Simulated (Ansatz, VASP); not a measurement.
GaSe4 in VASP and in Ansatz

Contents of INCAR:

```
PREC = Accurate ; ENCUT = 600
EDIFF = 1E-6 ; ISMEAR = 0
SIGMA = 0.1 ; LREAL = F
LASPH = T ; NELM = 100
ALGO = Normal ; ISIF = 3
LWAVE = F ; LCHARG = F
GGA = PE ; IBRION = 2
NSW = 100 ; EDIFFG = -0.01
```

File KPOINTS:

```
regular mesh
0
Gamma
  8 8 8
```

File POSCAR:

```
GaSe4
1.0
   -3.1118640440      3.1118640440      3.1118640440
    3.1118640440     -3.1118640440      3.1118640440
    3.1118640440      3.1118640440     -3.1118640440
Ga Se
1 4
Direct
    0.0000000000      0.0000000000      0.0000000000
    0.5000000000      0.5000000000      0.5000000000
    0.0000000000      0.0000000000      0.5000000000
    0.0000000000      0.5000000000      0.0000000000
    0.5000000000      0.0000000000      0.0000000000
```

Input for Ansatz:

```yaml
crystal:
  lattice:
    - [-3.111864044, 3.111864044, 3.111864044]
    - [3.111864044, -3.111864044, 3.111864044]
    - [3.111864044, 3.111864044, -3.111864044]
  atoms:
    - { symbol: Ga, position: [0.0, 0.0, 0.0] }
    - { symbol: Se, position: [0.5, 0.5, 0.5] }
    - { symbol: Se, position: [0.0, 0.0, 0.5] }
    - { symbol: Se, position: [0.0, 0.5, 0.0] }
    - { symbol: Se, position: [0.5, 0.0, 0.0] }
basis:
  ecutwfc: 420
kpoints:
  mp_grid: { grid: [8, 8, 8] }
hamiltonian:
  xc: pbe
scf:
  occupations: { method: gaussian, width: 0.1 }
output:
  forces: true
  stress: true
  eigenvalues: true
  write_density: true
  write_potential: true
  elf: true
  volumetric_format: npy
relax:
  adjacent_minimum: "off"
  f_tol: 0.01
  max_steps: 80
  cell: { stress_tol: 0.05 }
```

Alike in both runs: task relaxation of cell and atoms; functional PBE; k mesh 8 × 8 × 8; occupations gaussian, width 0.1 eV; no spin polarisation.

```csv
,VASP,Ansatz
version,VASP 6.6.1,Ansatz 0.2.0
potentials or method,"VASP PAW PBE potentials, release 64 (Ga_d, Se)","scalar-relativistic, plane waves, PAW"
plane-wave cutoff (eV),600,420
valence electrons in the cell,37,77
```

```csv
,VASP,Ansatz,Ansatz less VASP
"gap on the k mesh at the Fermi level, each at its own relaxed structure (eV)",none,none,-
relaxed volume (Å³/atom),24.03,24.02,-0.006
relaxed cell length with the largest relative difference (Å),5.384,5.384,-0.0005
```

A gap of «none» marks a metal or a gap that the smearing closes. The two sets of potentials don't hold the same shells in valence.
